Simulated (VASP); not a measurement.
Molecule: SH2, in a box.

```xyz
3
Lattice="12.3256 0.0000 0.0000 0.0000 12.8256 0.0000 0.0000 0.0000 13.3256" Properties=species:S:1:pos:R:3 pbc="T T T"
S     6.4591    6.5190    6.1296
H     6.2891    5.5091    7.0094
H     5.7189    7.3562    6.8872
```

Base run:

| Property | Result |
| --- | --- |
| Program | VASP 6.6.1 |
| Functional | PBE |
| Dispersion | D3(BJ) |
| Potentials or basis | VASP PAW PBE potentials, release 64 (S, H) |
| Cutoff | 520 eV |
| k mesh | 1 × 1 × 1 |
| Occupations | gaussian, width 0.01 eV |
| Spin | no spin polarisation |

Its results: gap between the frontier levels 5.37 eV; largest force 0.047 eV/Å.

Task: The run is repeated on the same cell with these changes: functional from PBE to RPBE; cutoff from 520 eV to 400 eV. What comes out?

Result: Gap between the frontier levels 5.29 eV; largest force 0.006 eV/Å.

Caveats: the PAW data sets were made with another functional, which shifts forces and pressure a little (some runs).

